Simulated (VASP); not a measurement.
The system is Hf.

```
CELL_PARAMETERS angstrom
0.00000 -2.22000 -2.22000
0.00000 2.22000 -2.22000
4.44000 0.00000 0.00000
ATOMIC_POSITIONS crystal
Hf 0.51382 0.48086 0.50614
Hf 0.98618 0.01914 0.99386
```

This isn't the form of Hf at room conditions, which is hcp.

The cell isn't the ideal one: pressure_gpa = 0; all atoms moved at random, sigma 0.1 Å a component.

- Program: VASP 6.6.1
- Task: relaxation of cell and atoms
- Functional: PBE
- Potentials or basis: VASP PAW PBE potentials, release 64 (Hf_pv)
- Cutoff: 600 eV
- k mesh: 9 × 9 × 6
- Occupations: fermi-dirac, width 0.05 eV
- Spin: no spin polarisation

At the start: pressure 3.3 GPa; volume 21.88 Å³/atom.

**Question.** Where does the relaxation end?

**Answer.** Over 14 steps the energy falls by 27.0 meV/atom and the volume is 22.52 Å³/atom (+2.9 %); space group I4/mmm (No. 139, to 0.05 Å).

The path:
```
step  energy change (eV)  largest force (eV/Å)  pressure (GPa)  volume (Å³)
   1              0.0000                0.5626            3.29        43.76
   2             -0.0200                0.2748           -3.38        46.67
   3             -0.0290                0.3604           -1.15        45.61
   4             -0.0436                0.2115           -0.45        45.25
   5             -0.0498                0.0860            0.48        44.83
   6             -0.0521                0.0537           -0.41        45.22
   7             -0.0521                0.0515           -0.49        45.26
   8             -0.0535                0.0361            0.07        45.01
   9             -0.0535                0.0365            0.07        45.00
  10             -0.0539                0.0233           -0.01        45.05
  11             -0.0539                0.0194           -0.06        45.07
  12             -0.0540                0.0120            0.08        45.01
  13             -0.0540                0.0111            0.10        45.00
  14             -0.0541                0.0064            0.01        45.04
```

Final structure:
```
Hf
1.0
    -0.00031   -2.25292   -2.25302
     0.00057    2.25289   -2.25284
     4.43706    0.00070   -0.00029
Hf
2
Cartesian
  2.2192 0.0011 -2.2531
  4.4371 2.2529 -2.2531
```
